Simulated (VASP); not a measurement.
**TlBr: single point with PBE+D3(BJ)**

The system is TlBr.

```xyz
2
Lattice="3.9800 0.0000 0.0000 0.0000 3.9800 0.0000 0.0000 0.0000 3.9800" Properties=species:S:1:pos:R:3 pbc="T T T"
Tl    0.0000    0.0000    0.0000
Br    1.9900    1.9900    1.9900
```

| Property | Result |
| --- | --- |
| Program | VASP 6.6.1 |
| Task | single point |
| Functional | PBE |
| Dispersion | D3(BJ) |
| Potentials or basis | VASP PAW PBE potentials, release 64 (Tl_d, Br) |
| Cutoff | 520 eV |
| k mesh | 8 × 8 × 8 |
| Occupations | gaussian, width 0.02 eV |
| Spin | no spin polarisation |

| Item | Value |
| --- | --- |
| Pressure | 0.0 GPa |
| Band gap on the k mesh | 1.86 eV, direct |
| Dispersion energy per atom | -0.274 eV |

Levels at points of the mesh, in eV from the valence-band top:
```csv
k point,band 7,band 8,band 9,band 10,band 11,band 12,band 13,band 14
"(0.00, 0.00, 0.00)",-4.65,-1.30,-1.30,-1.30,7.02,7.02,7.23,7.23
"(0.50, 0.00, 0.00)",-5.53,-0.80,-0.80,0.00,1.86,5.77,5.77,8.01
"(0.50, 0.50, 0.00)",-3.75,-2.93,-2.93,-0.72,4.87,4.87,7.39,7.70
"(0.50, 0.50, 0.50)",-2.75,-1.92,-1.92,-1.92,2.15,2.15,2.15,12.82
```

Wall time 24 s on 1 thread of Intel(R) Xeon(R) Platinum 8488C (Sapphire Rapids), with other jobs on the host, peak memory 0.19 GiB.

Caveat: spin-orbit coupling is left out, which as a rule narrows the gap of such compounds by several tenths of an eV. A k mesh can miss the band edges.
